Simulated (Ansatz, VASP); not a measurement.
## Two plane-wave programs on WC

```
CELL_PARAMETERS angstrom
2.88148 0.00000 0.00000
-1.44074 2.49544 0.00000
0.00000 0.00000 2.81330
ATOMIC_POSITIONS crystal
W 0.00000 0.00000 0.00000
C 0.66667 0.33333 0.50000
```

Alike in both runs: task relaxation of cell and atoms; functional PBE; k mesh 12 × 12 × 11; no spin polarisation.

|  | VASP | Ansatz |
| --- | --- | --- |
| version | VASP 6.6.1 | Ansatz 0.2.0 |
| potentials or method | VASP PAW PBE potentials, release 64 (W_sv, C) | PAW plane waves |
| plane-wave cutoff (eV) | 600 | 420 |
| occupations | fermi-dirac, width 0.1 eV | fermi-dirac |
| valence electrons in the cell | 18 | 18 |

VASP gave:

- relaxed volume (Å³/atom): 10.55
- relaxed cell length with the largest relative difference (Å): 2.849
- energy change over the relaxation (meV/atom): -23

**Question.** What did Ansatz give for the same quantities?

**Answer.** Relaxed volume (Å³/atom): 10.53; relaxed cell length with the largest relative difference (Å): 2.847; energy change over the relaxation (meV/atom): -21.

Ansatz warned: «structure_snapped_to_symmetry».

The runs have no spin-orbit coupling, so splittings on W are missing. PBE usually gives volumes a little too large and moduli too small. Zero-point motion and thermal expansion aren't in these numbers.
